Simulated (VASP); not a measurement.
# As (I4_1/amd) in VASP: relaxation of cell and atoms with PBE

Aim: the relaxation of cell and atoms of As with PBE.

Everything below comes from runs of VASP 6.6.1. Logs are shortened: lines on timing, memory, paths and dates and some standing lists are left out, and cuts for length are marked.

### Step 1. The crystal as given

It takes space group I4_1/amd (No. 141, tetragonal). The conventional cell has a = 6.312 Å, b = 6.312 Å, c = 4.371 Å, α = 90.00°, β = 90.00°, γ = 90.00°. Around As (site symmetry -4m2) lie 4 As at 2.28 Å. As (site symmetry 2/m) is surrounded by 6 As at 2.28 to 2.48 Å.

The cell was built by a generator and needn't be a form met in nature.

### Step 2. Relaxation of cell and atoms, PBE

File INCAR:

```
ALGO     = Normal         # electronic algorithm
EDIFF    = 1E-6           # SCF threshold, eV
EDIFFG   = -0.04          # ionic threshold
ENCUT    = 600            # plane-wave cutoff, eV
GGA      = PE             # functional
IBRION   = 2              # ionic algorithm
ISIF     = 3              # what is computed and relaxed
ISMEAR   = 0              # smearing method
LASPH    = True           # aspherical terms in the spheres
LCHARG   = False          # write CHGCAR
LREAL    = False          # projectors in reciprocal space
LWAVE    = False          # write WAVECAR
NELM     = 100            # most SCF steps
NSW      = 90             # ionic steps
PREC     = Accurate       # precision mode
SIGMA    = 0.1            # smearing width, eV
```

File KPOINTS:

```
k-points
0
Gamma
  6 6 6
```

File POSCAR:

```
As
1.0
   -3.1560335100      3.1560335100      2.1853653900
    3.1560335100     -3.1560335100      2.1853653900
    3.1560335100      3.1560335100     -2.1853653900
As
6
Direct
    0.0000000000      0.0000000000      0.0000000000
    0.7500000000      0.2500000000      0.5000000000
    0.3750000000      0.6250000000      0.7500000000
    0.3750000000      0.1250000000      0.7500000000
    0.3750000000      0.6250000000      0.2500000000
    0.8750000000      0.6250000000      0.2500000000
```

Potentials or basis: VASP PAW PBE potentials, release 64 (As).

Run with:

```
$ cat potpaw_PBE.64/As/POTCAR > POTCAR
$ mpirun -np 1 vasp_std > vasp.out
```

OUTCAR:

```text
EDIFF = 1E-6
   EDIFFG = -0.04
   ENCUT = 600
   GGA = PE
   IBRION = 2
   ISIF = 3
   ISMEAR = 0
   LASPH = True
   LREAL = False
   NELM = 100
   NSW = 90
   PREC = Accurate

 ion  position               nearest neighbor table
   1  0.000  0.000  0.000-   4 2.28   6 2.28   5 2.28   3 2.28
   2  0.750  0.250  0.500-   4 2.28   6 2.28   3 2.28   5 2.28
   3  0.375  0.625  0.750-   1 2.28   2 2.28   5 2.48   5 2.48   4 2.48   4 2.48
   4  0.375  0.125  0.750-   1 2.28   2 2.28   3 2.48   6 2.48   3 2.48   6 2.48
   5  0.375  0.625  0.250-   2 2.28   1 2.28   6 2.48   3 2.48   3 2.48   6 2.48
   6  0.875  0.625  0.250-   1 2.28   2 2.28   4 2.48   5 2.48   5 2.48   4 2.48

  LATTYP: Found a body centered tetragonal cell.
 ALAT       =     6.3120670200
 C/A-ratio  =     0.6924404900

  Lattice vectors:

 A1 = (  -3.1560335100,   3.1560335100,   2.1853653900)
 A2 = (   3.1560335100,  -3.1560335100,   2.1853653900)
 A3 = (   3.1560335100,   3.1560335100,  -2.1853653900)

Analysis of symmetry for initial positions (statically):
=====================================================================
 Subroutine PRICEL returns:
 Original cell was already a primitive cell.

 Routine SETGRP: Setting up the symmetry group for a
 body centered tetragonal supercell.

 Subroutine GETGRP returns: Found 16 space group operations
 (whereof  8 operations were pure point group operations)
 out of a pool of 16 trial point group operations.

The static configuration has the point symmetry D_2d.
 The point group associated with its full space group is D_4h.

Analysis of symmetry for dynamics (positions and initial velocities):
=====================================================================
 Subroutine PRICEL returns:
 Original cell was already a primitive cell.

 Routine SETGRP: Setting up the symmetry group for a
 body centered tetragonal supercell.

 Subroutine GETGRP returns: Found 16 space group operations
 (whereof  8 operations were pure point group operations)
 out of a pool of 16 trial point group operations.

The dynamic configuration has the point symmetry D_2d.
 The point group associated with its full space group is D_4h.

 Subroutine INISYM returns: Found 16 space group operations
 (whereof  8 operations are pure point group operations),
 and found     1 'primitive' translations

----------------------------------------------------------------------------------------

                                     Primitive cell

  volume of cell :      87.0697

  direct lattice vectors                    reciprocal lattice vectors
    -3.156033510  3.156033510  2.185365390     0.000000000  0.158426708  0.228794691
     3.156033510 -3.156033510  2.185365390     0.158426708  0.000000000  0.228794691
     3.156033510  3.156033510 -2.185365390     0.158426708  0.158426708  0.000000000

  length of vectors
     4.969599272  4.969599272  4.969599272     0.278291273  0.278291273  0.224049199

  position of ions in fractional coordinates (direct lattice)
     0.000000000  0.000000000  0.000000000
     0.750000000  0.250000000  0.500000000
     0.375000000  0.625000000  0.750000000
     0.375000000  0.125000000  0.750000000
     0.375000000  0.625000000  0.250000000
     0.875000000  0.625000000  0.250000000

  ion indices of the primitive-cell ions
   primitive index   ion index
                 1           1
                 2           2
                 3           3
                 4           4
                 5           5
                 6           6

----------------------------------------------------------------------------------------

 KPOINTS: k-points

Automatic generation of k-mesh.
 Grid dimensions read from file:
 generate k-points for:    6    6    6

 Generating k-lattice:

  Cartesian coordinates                     Fractional coordinates (reciprocal lattice)
     0.000000000  0.026404451  0.038132449     0.166666667  0.000000000  0.000000000
     0.026404451  0.000000000  0.038132449     0.000000000  0.166666667  0.000000000
     0.026404451  0.026404451  0.000000000     0.000000000  0.000000000  0.166666667

  Length of vectors
     0.046381879  0.046381879  0.037341533

  Shift w.r.t. Gamma in fractional coordinates (k-lattice)
     0.000000000  0.000000000  0.000000000

 Subroutine IBZKPT returns following result:
 ===========================================

 Found     30 irreducible k-points:

 Following reciprocal coordinates:
            Coordinates               Weight
  0.000000  0.000000  0.000000      1.000000
  0.166667  0.000000 -0.000000      8.000000
  0.333333  0.000000 -0.000000      8.000000
  0.500000  0.000000  0.000000      4.000000
  0.166667  0.166667 -0.000000      8.000000
  0.333333  0.166667 -0.000000     16.000000
[... 16 lines left out ...]
 -0.333333 -0.333333  0.166667      8.000000
 -0.166667 -0.333333  0.166667      8.000000
 [... further k-points ...]
   k-points           NKPTS =     30   k-points in BZ     NKDIM =     30   number of bands    NBANDS=     19
   number of dos      NEDOS =    301   number of ions     NIONS =      6
   total plane-waves  NPLWV =  64000
   dimension x,y,z NGX =    40 NGY =   40 NGZ =   40
   dimension x,y,z NGXF=    80 NGYF=   80 NGZF=   80
   ions per type =               6
   NGX,Y,Z   is equivalent  to a cutoff of  13.38, 13.38, 13.38 a.u.
   NGXF,Y,Z  is equivalent  to a cutoff of  26.76, 26.76, 26.76 a.u.
 SYSTEM =  unknown system
   PREC   = accura    normal or accurate (medium, high low for compatibility)
   ISTART =      0    job   : 0-new  1-cont  2-samecut
   ICHARG =      2    charge: 1-file 2-atom 10-const
   ISPIN  =      1    spin polarized calculation?
   LNONCOLLINEAR =      F non collinear calculations
   LSORBIT =      F    spin-orbit coupling
   LASPH  =      T    aspherical Exc in radial PAW
   ENCUT  =  600.0 eV  44.10 Ry    6.64 a.u.   9.93  9.93  9.93*2*pi/ulx,y,z
   NELM   =    100;   NELMIN=  2; NELMDL= -5     # of ELM steps
   EDIFF  = 0.1E-05   stopping-criterion for ELM
   LREAL  =      F    real-space projection
   EDIFFG = -.4E-01   stopping-criterion for IOM
   NSW    =     90    number of steps for IOM
   IBRION =      2    ionic relax: 0-MD 1-quasi-New 2-CG
   NFREE  =      1    steps in history (QN), initial steepest desc. (CG)
   ISIF   =      3    stress and relaxation
   ISYM   =      2    0-nonsym 1-usesym 2-fastsym
   POTIM  = 0.5000    time-step for ionic-motion
   TEBEG  =    0.0;   TEEND  =   0.0 temperature during run
   PSTRESS=    0.0 pullay stress
   NELECT =      30.0000    total number of electrons
   NUPDOWN=      -1.0000    fix difference up-down
   EMIN   =  10.00;   EMAX   =-10.00  energy-range for DOS
   EFERMI =   0.00;   METHOD = LEGACY
   ISMEAR =     0;   SIGMA  =   0.10  broadening in eV -4-tet -1-fermi 0-gaus
   EFERMI_NEDOS =   21; number of points for ismear=-14 and -15
   IALGO  =     38    algorithm
   IMIX   =      4    mixing-type and parameters
     AMIX     =   0.40;   BMIX     =  1.00
     AMIX_MAG =   1.60;   BMIX_MAG =  1.00
  volume/ion in A,a.u.               =      14.51        97.93
  Fermi-wavevector in a.u.,A,eV,Ry     =   1.147694  2.168827 17.921619  1.317202
  Thomas-Fermi vector in A             =   2.284373
   LORBIT       =      0    0 simple, 1 ext, 2 COOP (PROOUT), +10 PAW based schemes
   GGA     = PE    functional components
   LHFCALC =     F    Hartree Fock is set to
   AEXX    =    0.0000 exact exchange contribution
   IVDW    =     0    specifies the selected vdW correction
   LEPSILON=     F    determine dielectric tensor
   LRPA    =     F    only Hartree local field effects (RPA)
 conjugate gradient relaxation of ions
 non-spin polarized calculation
 Gauss-broadening in eV      SIGMA  =   0.10
  energy-cutoff  :      600.00
  volume of cell :       87.07
 maximum number of plane-waves:      2944
   NGX = 19   NGY = 19   NGZ = 19

--------------------------------------- Ionic step        1  -------------------------------------------

 number of electron      30.0000001 magnetization

 Free energy of the ion-electron system (eV)
  ---------------------------------------------------
  ext. energy  EPLUGINS =         0.00000000
  ---------------------------------------------------
  free energy    TOTEN  =       -20.20211929 eV

  energy without entropy =      -20.19673133  energy(sigma->0) =      -20.19942531

 E-fermi :  10.2002     XC(G=0): -11.7987

 val. band max:       10.1055263364   @ k =  -0.3333  -0.3333   0.1667
 cond. band min:      10.2057865794   @ k =  -0.1667  -0.3333   0.1667
 fundamental gap:      0.1002602430
 Fermi energy:        10.2002120964

 k-point     1 :       0.0000    0.0000    0.0000
  band No.  band energies     occupation
      1      -8.6398      2.00000
      2      -3.0610      2.00000
      3      -2.0956      2.00000
      4      -2.0956      2.00000
      5       0.9408      2.00000
      6       1.8857      2.00000
[... 11 lines left out ...]
     18      15.4170      0.00000
     19      15.4170      0.00000
[... 489 lines left out ...]
      3      -3.8753      2.00000
      4      -2.5317      2.00000
      5      -2.3715      2.00000
      6      -0.3566      2.00000
[... 11 lines left out ...]
     18      13.5074      0.00000
     19      14.0688      0.00000

 [... further k-points ...]
[... 5 lines left out ...]
  --------------------------------------------------------------------------------------
  -------------------------------------------------------------------------------------
  Total       30.3968219     30.3968219     48.9862348      0.0000000     -0.0000000      0.0000000
  in kB      559.3343573    559.3343573    901.3996354      0.0000000     -0.0000000      0.0000000
  external PRESSURE =     673.3561167 kB  Pullay stress =       0.0000000 kB
[... 25 lines left out ...]
  energy  without entropy=      -20.1967313292  energy(sigma->0) =      -20.19942531

--------------------------------------- Ionic step        2  -------------------------------------------

 number of electron      30.0000000 magnetization

 E-fermi :   1.6715     XC(G=0):  -8.4959

 val. band max:        1.6632796079   @ k =   0.3333   0.0000  -0.0000
 cond. band min:       1.6731761697   @ k =  -0.3333   0.5000   0.3333
 fundamental gap:      0.0098965618
 Fermi energy:         1.6715040643

 k-point     1 :       0.0000    0.0000    0.0000
  band No.  band energies     occupation
      1     -10.2694      2.00000
      2      -8.0848      2.00000
      3      -7.9547      2.00000
      4      -7.9547      2.00000
      5      -7.1793      2.00000
      6      -6.8920      2.00000
[... 11 lines left out ...]
     18       4.1958      0.00000
     19       4.1958      0.00000
[... 489 lines left out ...]
      3      -8.3872      2.00000
      4      -8.0385      2.00000
      5      -7.8583      2.00000
      6      -6.3860      2.00000
[... 11 lines left out ...]
     18       2.9318      0.00000
     19       3.1168      0.00000

 [... further k-points ...]
[... 5 lines left out ...]
  --------------------------------------------------------------------------------------
  -------------------------------------------------------------------------------------
  Total      -11.9634247    -11.9634247    -18.6111499      0.0000000     -0.0000000      0.0000000
  in kB     -101.9890471   -101.9890471   -158.6613778      0.0000000     -0.0000000      0.0000000
  external PRESSURE =    -120.8798240 kB  Pullay stress =       0.0000000 kB
[... 185 lines left out ...]
  energy  without entropy=      -26.5749166905  energy(sigma->0) =      -26.58439717

--------------------------------------- Ionic step        7  -------------------------------------------

 number of electron      29.9999991 magnetization

 Free energy of the ion-electron system (eV)
  ---------------------------------------------------
  ext. energy  EPLUGINS =         0.00000000
  ---------------------------------------------------
  free energy    TOTEN  =       -26.59958679 eV

  energy without entropy =      -26.58306521  energy(sigma->0) =      -26.59132600

 E-fermi :   5.2571     XC(G=0): -10.1131

 val. band max:        5.2466589587   @ k =  -0.3333  -0.3333   0.3333
 cond. band min:       5.3128383799   @ k =  -0.1667   0.5000   0.1667
 fundamental gap:      0.0661794211
 Fermi energy:         5.2570571365

 k-point     1 :       0.0000    0.0000    0.0000
  band No.  band energies     occupation
      1      -9.4260      2.00000
      2      -5.4861      2.00000
      3      -5.1888      2.00000
      4      -5.1888      2.00000
      5      -3.4089      2.00000
      6      -3.3198      2.00000
[... 11 lines left out ...]
     18       9.0646      0.00000
     19       9.0646      0.00000
[... 489 lines left out ...]
      3      -6.1758      2.00000
      4      -5.4529      2.00000
      5      -5.2258      2.00000
      6      -2.8518      2.00000
[... 11 lines left out ...]
     18       7.2871      0.00000
     19       7.7822      0.00000

 [... further k-points ...]
[... 5 lines left out ...]
  --------------------------------------------------------------------------------------
  -------------------------------------------------------------------------------------
  Total        0.0393856      0.0393856      0.1427563      0.0000000     -0.0000000      0.0000000
  in kB        0.4973055      0.4973055      1.8025222      0.0000000     -0.0000000      0.0000000
  external PRESSURE =       0.9323777 kB  Pullay stress =       0.0000000 kB
[... 21 lines left out ...]
  FREE ENERGIE OF THE ION-ELECTRON SYSTEM (eV)
  ---------------------------------------------------
  free  energy   TOTEN  =       -26.5995867937 eV

  energy  without entropy=      -26.5830652080  energy(sigma->0) =      -26.59132600

 reached required accuracy - stopping structural energy minimisation
```

It took 4.2 min on 1 thread of Intel Xeon Platinum 8488C (Sapphire Rapids), shared host; peak memory 0.26 GiB.

What came out:

| Property | Result |
| --- | --- |
| Free energy | -26.5996 eV |
| Relaxed volume | 21.15 Å³/atom |
| Relaxed cell | a = 5.573 Å, b = 5.573 Å, c = 5.573 Å, α = 102.81°, β = 102.81°, γ = 123.82° |
| Space group after relaxing (to 0.05 Å) | I4_1/amd (No. 141) |
| Energy gained by relaxing | 1066.2 meV/atom |
| Ionic steps | 7 |
| Pressure after relaxing | 0.1 GPa |
| Band gap on the k mesh | none (metal or under the smearing width) |

Step by step:
```
step  energy change (eV)  largest force (eV/Å)  pressure (GPa)  volume (Å³)
   1              0.0000                0.0000           67.34        87.07
   2             -3.0437                0.0000          -12.09       187.94
   3             -6.3776                0.0000           -1.08       129.83
   4             -6.3816                0.0000           -0.55       128.86
   5             -6.3822                0.0000           -0.02       127.92
   6             -6.3918                0.0000            0.03       127.49
   7             -6.3975                0.0000            0.09       126.89
```

Final structure:
```yaml
crystal:
  lattice:
    - [-3.47680, 3.47680, 2.62425]
    - [3.47680, -3.47680, 2.62425]
    - [3.47680, 3.47680, -2.62425]
  atoms:
    - { symbol: As, position: [0.00000, 0.00000, 0.00000] }
    - { symbol: As, position: [0.75000, 0.25000, 0.50000] }
    - { symbol: As, position: [0.37500, 0.62500, 0.75000] }
    - { symbol: As, position: [0.37500, 0.12500, 0.75000] }
    - { symbol: As, position: [0.37500, 0.62500, 0.25000] }
    - { symbol: As, position: [0.87500, 0.62500, 0.25000] }
```

Caveat: the volume moved by over 15 % at a fixed basis, so the end points are rough.
